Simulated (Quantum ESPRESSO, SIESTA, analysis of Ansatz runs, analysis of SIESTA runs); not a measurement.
# Levels of Mg_Al in AlN (P6_3mc), rung by rung (SIESTA and Quantum ESPRESSO), part 3 of 4

We place the charge-transition levels of Mg_Al in AlN (P6_3mc) with atom-centred orbitals, then repeat the energies at other levels of method to see what holds. Model: a cell of 72 host atoms with 1 Al taken out and 1 Mg put in.

SIESTA and Quantum ESPRESSO ; SIESTA numerical-orbital DFT, PBEsol, DZP basis, PseudoDojo 0.4.1 potentials converted to PSML; charged supercells in a uniform background, point-charge correction with alignment at far sites.

So far. Step 2 (Band edges): The gap at this level is 4.15 eV.

### 3. Relaxing each charge state (continued)

Level of this step: SIESTA numerical-orbital DFT, PBEsol, DZP basis, PseudoDojo 0.4.1 potentials converted to PSML; relaxation of all atoms of a defect supercell (SIESTA).

Spin density in the ac plane at fractional y = 0.556, through the centre, with atoms of Al and N and Mg within 0.45 Å of it.

Ten even steps from '_' (0.00 e/Å³) to '@' (0.32 e/Å³), each cell a mean:
```
____________________________________________________
____________________________________________________
____________________________________________________
____________________________________________________
______________________....__________________________
____________________::##==..________________________
____________________..**--__________________________
____________________::@@##..________________________
____________________..----..________________________
____________________________________________________
____________________________________________________
____________________________________________________
____________________________________________________
____________________________________________________
____________________________________________________
____________________________________________________
____________________________________________________
____________________________________________________
____________________________________________________
____________________________________________________
____________________________________________________
____________________________________________________
____________________________________________________
____________________________________________________
```
Columns run along a (9.4 Å), rows up along c (10.0 Å). Atoms in or near the plane, at fractional coordinates: Al at (0.11, 0.50), N at (0.11, 0.19), Al at (0.11, 0.00), N at (0.11, 0.69), Mg at (0.44, 0.50), N at (0.44, 0.19), Al at (0.44, 0.00), N at (0.44, 0.71), Al at (0.78, 0.50), N at (0.78, 0.19), Al at (0.78, 0.00), N at (0.78, 0.69).

Valence density in the ac plane at fractional y = 0.556, through the centre, with atoms of Al and N and Mg within 0.45 Å of it. It is the smooth field of the valence electrons, not physical close to the nuclei.

Values in e/Å³, 13 rows by 16 columns, each cell a mean:
```
 0  0  0  0  0  0  0  0  0  0  0  0  0  0  0  0
 0  0  0  0  0  0  0  0  0  0  0  0  0  0  0  0
 0  0  0  0  0  0  0  1  0  0  0  0  0  0  0  0
 1  2  2  1  0  0  2  3  1  0  0  1  2  2  0  0
 1  2  2  0  0  0  1  1  1  0  0  1  2  1  0  0
 0  0  0  0  0  0  1  2  0  0  0  0  0  0  0  0
 0  0  0  0  0  0  7 15  1  0  0  0  0  0  0  0
 0  0  0  0  0  0  0  1  0  0  0  0  0  0  0  0
 0  0  0  0  0  0  0  0  0  0  0  0  0  0  0  0
 0  1  1  0  0  0  1  1  1  0  0  1  1  1  0  0
 1  3  3  1  0  0  2  3  1  0  0  1  3  2  0  0
 0  1  1  0  0  0  1  1  0  0  0  0  1  1  0  0
 0  0  0  0  0  0  0  0  0  0  0  0  0  0  0  0
```
Columns run along a (9.4 Å), rows up along c (10.0 Å). Atoms in or near the plane, at fractional coordinates: Al at (0.11, 0.50), N at (0.11, 0.19), Al at (0.11, 0.00), N at (0.11, 0.69), Mg at (0.44, 0.50), N at (0.44, 0.19), Al at (0.44, 0.00), N at (0.44, 0.71), Al at (0.78, 0.50), N at (0.78, 0.19), Al at (0.78, 0.00), N at (0.78, 0.69).

The states that were run, at one point at (¼, ¼, ¼), on 1 MPI rank of Arm Neoverse V1, shared host:

```
charge  moment (μB)    outcome  structures computed  largest displacement of a host atom from its site (Å)  lowest empty less highest filled level (eV)    time
    −1            0  converged                    8                                                   0.14                                         5.05  66 min
     0            1  converged                    7                                                   0.17                                         0.04   3.4 h
```

Against the host's sites the lattice moves most at charge 0 (0.17 Å); the smallest move among the states is 0.14 Å.

### 4. Corrections and levels

A charged cell interacts with its images and the background. The point-charge term, screened by the static dielectric constant, takes that out, and the potential far from the defect is aligned with the host's. Chemical potentials: Al (fcc), Mg (hcp) and N (N2 molecule), run alike.

By state, in eV; the first energy still holds the atoms taken out or put in:

```
charge  moment (μB)  energy over the host, electrons at the valence top  point-charge term  potential shift at far sites  its spread  correction
    −1            0                                            -1546.46              0.266                         0.027       0.022       0.239
     0            1                                            -1546.45              0.000                             -           -       0.000
```

Potentials at atomic sites for charge −1, some of the atoms; distances and the model charge refer to the site on which the defect was built:

```
atom  distance from that site (Å)  potential less the host's (eV)  point-charge model (eV)
 N35                        2.016                           0.561                    0.315
 Al9                        3.092                           0.139                    0.070
 Al2                        3.128                           0.127                    0.051
 N72                        3.661                          -0.009                   -0.009
Al65                        4.382                          -0.056                   -0.065
 N28                        4.414                          -0.019                   -0.066
 N27                        4.794                           0.009                   -0.047
Al61                        5.379                          -0.093                   -0.087
 N56                        5.731                          -0.072                   -0.086
Al46                        5.904                          -0.087                   -0.106
Al22                        7.367                          -0.128                   -0.133
```

Over the charge states the far sites scatter by a standard deviation of up to 0.02 eV about the model once its mean shift is taken off, which is the uncertainty of the alignment.

Limit set by the element alone; other compounds of these elements are not counted. Chemical potentials from the elements' reference states: Al 0.00 eV, N -3.35 eV, Mg 0.00 eV. Formation energy by charge state (Al-rich; gap 4.15 eV):

```
charge  at valence top (eV)  at conduction bottom (eV)  correction included (eV)
     0                 3.66                       3.66                      0.00
    −1                 3.89                      -0.27                      0.24
```

(Fermi level (eV), lowest formation energy (eV)): (0.00, 3.66), (0.38, 3.51), (0.75, 3.13), (1.13, 2.75), (1.51, 2.38), (1.89, 2.00), (2.27, 1.62), (2.64, 1.24), (3.02, 0.86), (3.40, 0.49), (3.78, 0.11), (4.15, -0.27)

Limit set by the element alone; other compounds of these elements are not counted. Chemical potentials from the elements' reference states: N 0.00 eV, Al -3.35 eV, Mg 0.00 eV. Formation energies (N-rich), with the Fermi level at the valence top and at the conduction bottom (gap 4.15 eV):

```
charge  at valence top (eV)  at conduction bottom (eV)  correction included (eV)
     0                 0.30                       0.30                      0.00
    −1                 0.53                      -3.62                      0.24
```

```json
{"Fermi level (eV)": "0.00", "lowest formation energy (eV)": "0.30"}
{"Fermi level (eV)": "0.38", "lowest formation energy (eV)": "0.15"}
{"Fermi level (eV)": "0.75", "lowest formation energy (eV)": "-0.22"}
{"Fermi level (eV)": "1.13", "lowest formation energy (eV)": "-0.60"}
{"Fermi level (eV)": "1.51", "lowest formation energy (eV)": "-0.98"}
{"Fermi level (eV)": "1.89", "lowest formation energy (eV)": "-1.36"}
{"Fermi level (eV)": "2.27", "lowest formation energy (eV)": "-1.74"}
{"Fermi level (eV)": "2.64", "lowest formation energy (eV)": "-2.11"}
{"Fermi level (eV)": "3.02", "lowest formation energy (eV)": "-2.49"}
{"Fermi level (eV)": "3.40", "lowest formation energy (eV)": "-2.87"}
{"Fermi level (eV)": "3.78", "lowest formation energy (eV)": "-3.25"}
{"Fermi level (eV)": "4.15", "lowest formation energy (eV)": "-3.62"}
```

So at this level: (0/−1) at 0.23 eV (-0.01 without the correction), in a gap of 4.15 eV. Before or after the correction (0/−1) lies near a band edge or past it: the carrier may then sit in a band, where the correction doesn't apply, so this need not be the level of a bound state.

### 5. SIESTA, PBEsol, DZP, 2×2×2

The k-points change from one point at (¼, ¼, ¼) to 2×2×2 shifted by half a step on the same structures. A defect state disperses through its periodic images, and a carrier in a host band fills it differently at other k-points; both move the energies of the states that hold these electrons.

File defect.fdf:

```
SystemName                      MgAl35N36
SystemLabel                     defect
NumberOfSpecies                 3
NumberOfAtoms                   72
%block ChemicalSpeciesLabel
  1   13 Al
  2    7 N
  3   12 Mg
%endblock ChemicalSpeciesLabel
LatticeConstant                 1.0 Ang
%block LatticeVectors
     9.367059000    -0.000018000     0.000000000
    -4.683543000     8.112102000     0.000000000
     0.000000000     0.000000000    10.010830000
%endblock LatticeVectors
AtomicCoordinatesFormat         Fractional
%block AtomicCoordinatesAndAtomicSpecies
     0.221994581     0.111403554     0.249897661  1
     0.109328956     0.222875029     0.498976109  1
[... 8 atom lines left out ...]
     0.205332294     0.436802162     0.435872051  2
[... 21 atom lines left out ...]
     0.555686751     0.443725313     0.249811554  1
     0.443393922     0.555791209     0.498910480  3
     0.562034213     0.437494144     0.435773757  2
[... 4 atom lines left out ...]
     0.444108805     0.556021238     0.704572148  2
[... 2 atom lines left out ...]
     0.562400645     0.793567823     0.435624419  2
[... 28 atom lines left out ...]
     0.777634250     0.889184085     0.690550634  2
%endblock AtomicCoordinatesAndAtomicSpecies
%block kgrid.MonkhorstPack
    2   0   0  0.50
    0   2   0  0.50
    0   0   2  0.50
%endblock kgrid.MonkhorstPack
XC.Functional                   GGA
XC.Authors                      PBEsol
PAO.BasisSize                   DZP
PAO.EnergyShift                 0.005 Ry
Mesh.Cutoff                     300 Ry
NetCharge                       -1.0
OccupationFunction              FD
ElectronicTemperature           0.01 eV
MaxSCFIterations                150
SCF.MustConverge                true
SCF.Mixer.Method                Pulay
SCF.Mixer.Weight                0.2
SCF.Mixer.History               10
SCF.DM.Tolerance                1.0e-4
SCF.H.Tolerance                 1.0e-3 eV
WriteForces                     true
Charge.Mulliken                 end
SaveRho                         true
SaveElectrostaticPotential      true
Charge.Hirshfeld                end
Charge.Voronoi                  end
```

The run is started by

```bash
$ OMP_NUM_THREADS=1 siesta defect.fdf > defect.out
```

The program printed:

```text
Version         : 5.4.2

                           ***********************
                           *  WELCOME TO SIESTA  *
                           ***********************

[...]
reinit: Reading from file defect.fdf

reinit: -----------------------------------------------------------------------
reinit: System Name: MgAl35N36
reinit: -----------------------------------------------------------------------
reinit: System Label: defect
reinit: -----------------------------------------------------------------------

initatom: Reading input for the pseudopotentials and atomic orbitals ----------
Species number:   1 Atomic number:   13 Label: Al
Species number:   2 Atomic number:    7 Label: N
Species number:   3 Atomic number:   12 Label: Mg

[... pseudopotential checks and orbital generation ...]

prinput: Basis input

PAO.BasisType split

%block ChemicalSpeciesLabel
    1   13 Al                      # Species index, atomic number, species label
    2    7 N                       # Species index, atomic number, species label
    3   12 Mg                      # Species index, atomic number, species label
%endblock ChemicalSpeciesLabel

%block PAO.Basis                 # Define Basis set
# WARNING: This information might be incomplete!
Al                    2                    # Species label, number of l-shells
 n=3   0   2                         # n, l, Nzeta
   6.641      4.635
   1.000      1.000
 n=3   1   2 P   1                   # n, l, Nzeta, Polarization, NzetaPol
   8.738      6.223
[...]
N                     2                    # Species label, number of l-shells
 n=2   0   2                         # n, l, Nzeta
[...]
n=2   1   2 P   1                   # n, l, Nzeta, Polarization, NzetaPol
[...]
(Free)E + p*V (eV/cell)   -14043.2612
Target enthalpy (eV/cell)   -14045.2696
[...]
siesta: Final energy (eV):
siesta:  Band Struct. =   -4303.587523
siesta:       Kinetic =    8853.792915
siesta:       Hartree =    3463.425509
siesta:         Exch. =   -3898.255098
siesta:         Corr. =    -408.043309
siesta:   Exch.-corr. =   -4306.298407
siesta:  Ion-electron =  -15330.414711
siesta:       Ion-ion =   -6725.774865
siesta:         Total =  -14045.269559
siesta:         Fermi =      -6.286427
[...]
siesta: Atomic forces (eV/Ang):
siesta:      1    0.023357   -0.013835   -0.013985
siesta:      2   -0.012354    0.034827   -0.012818
siesta:      3    0.037782   -0.020584    0.038751
[...]
siesta:     71    0.041004   -0.014206    0.020439
siesta:     72   -0.039465    0.021718    0.014060
siesta: ----------------------------------------
siesta:    Tot    0.030122   -0.003459    0.068296
[...]
siesta: Stress tensor (static) (eV/Ang**3):
siesta:    -0.003686    0.001050    0.000000
siesta:     0.001050   -0.002496    0.000044
siesta:     0.000000    0.000044   -0.001739
[...]
siesta: Cell volume =        760.687471 Ang**3
[...]
siesta: Pressure (static):
siesta:                Solid            Molecule  Units
siesta:           0.00002876          0.00002128  Ry/Bohr**3
siesta:           0.00264022          0.00195415  eV/Ang**3
siesta:           4.23009863          3.13088871  kBar
[...]
mulliken: Qtot =      296.000

Mulliken Atomic Populations:
Atom #   charge [q] valence [e]  Species
     1     0.213657    2.786343  Al
     2     0.127770    2.872230  Al
     3    -0.227635    5.227635  N
     4    -0.215347    5.215347  N
     5     0.203403    2.796597  Al
[...]
7    -0.218957    5.218957  N
[...]
34     1.664588    8.335412  Mg
[...]
69     0.204100    2.795900  Al
    70     0.187603    2.812397  Al
    71    -0.218482    5.218482  N
    72    -0.218222    5.218222  N
 Total    -1.000000

[...]
Job completed
```

Wall time 15 min (1 MPI rank of Arm Neoverse V1, shared host); peak memory 1.8 GiB.

On the kept structures the largest force at this level is 0.18 eV/Å, so they are not at rest here, and a relaxation would lower the states by unlike amounts.

At charge 0 filled and empty levels, counted over both spins and all k-points, touch or overlap: the last carrier shares a level or a band, or the held moment keeps an electron of one spin above an empty level of the other.

By state, in eV; the first energy still holds the atoms taken out or put in:

```
charge  moment (μB)  energy over the host, electrons at the valence top  point-charge term  potential shift at far sites  its spread  correction
    −1            0                                            -1546.48              0.266                         0.027       0.022       0.239
     0            1                                            -1546.49              0.000                             -           -       0.000
```

Against the first level the gap goes from 4.15 to 4.15 eV, and the level that moves most, (0/−1), from 0.23 to 0.25 eV. Both gaps come from the dense mesh of the unit cell, so this step does not test the gap.

(Part 3 of 4 ends here.)

[Logs are printed without paths, hosts, clocks, repeated set-up lines and the standing remarks that a program may print on its own settings, such as how far it seeks lower states.]

[Hosts, paths, dates, database ids (printed as entryN), source tags and the programs' standing remarks are cut or masked in the printed files.]

[For some hosts the program warned that the k-mesh of the response run may be too coarse for force constants and the static dielectric constant; such warnings are not shown here.]

[Charge tables in the logs are Mulliken or Hirshfeld populations, whose sizes and signs can differ; where basis functions stand at a vacancy, SIESTA counts their charge against the missing atom's valence.]

[In relaxation paths of CP2K, step 0 can be the structure after the first move, since the trajectory file begins there, and the last row can be the final structure solved once more.]
